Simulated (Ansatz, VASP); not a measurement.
Given: the input of a run of VASP 6.6.1 on Sn.

INCAR

```
SYSTEM = Sn
PREC = Accurate ; ENCUT = 520
EDIFF = 1E-7 ; ISMEAR = -1
SIGMA = 0.05 ; LREAL = .False.
LASPH = .True. ; NELM = 100
ALGO = Normal ; ISIF = 2
LWAVE = .False. ; LCHARG = .False.
GGA = PS ; NBANDS = 21
```

The input KPOINTS:

```
Automatic mesh
0
Gamma
  9 9 9
  0 0 0
```

The input POSCAR:

```
Sn
1.0
   -2.9596121516      2.9596121516      1.6098937015
    2.9596121516     -2.9596121516      1.6098937015
    2.9596121516      2.9596121516     -1.6098937015
Sn
2
Direct
    0.0000000000      0.0000000000      0.0000000000
    0.7500000000      0.2500000000      0.5000000000
```

Potentials or basis: VASP PAW PBE potentials, release 64 (Sn_d).

Command:

```sh
$ cat potpaw_PBE.64/Sn_d/POTCAR > POTCAR
$ mpirun -np 1 vasp_std > vasp.out
```

Translate it to Ansatz 0.2.0. Potentials there: Ansatz PAW.

As run (the cutoff follows the program's own potentials):

File input.yaml:

```yaml
crystal:
  lattice:
    - [-2.9596121516, 2.9596121516, 1.6098937015]
    - [2.9596121516, -2.9596121516, 1.6098937015]
    - [2.9596121516, 2.9596121516, -1.6098937015]
  atoms:
    - { symbol: Sn, position: [0.0, 0.0, 0.0] }
    - { symbol: Sn, position: [0.75, 0.25, 0.5] }
hamiltonian:
  xc: pbesol
  pseudopotentials: { kind: paw }
kpoints:
  mp_grid: { grid: [9, 9, 9] }
scf:
  occupations: { method: fermi_dirac, width: 0.05 }
output:
  forces: true
  stress: true
  eigenvalues: true
```

Potentials or basis: Ansatz PAW.

The run is started by

```sh
$ ansatz run input.yaml --threads 1 --pin off --max-ram 3584MiB --backend cpu --events-out ev --progress --plain --runs-dir out
```

Both were run:

|  | VASP | Ansatz | Ansatz less VASP |
| --- | --- | --- | --- |
| gap on the k mesh at the Fermi level (eV) | none | none | - |
| pressure (GPa) | -2.4 | -2.4 | +0.07 |
| largest component of the traceless stress (GPa) | 0.21 | 0.21 | +0.002 |

A gap of «none» marks a metal or a gap that the smearing closes. With one functional, cell and mesh, what is left measures potentials, basis and numerics.

Caveats: the PAW data sets were made with another functional, which shifts forces and pressure a little (VASP); the PAW data sets come from PBE, with cores solved anew for the run's functional, which leaves a small shift of forces and pressure (Ansatz).
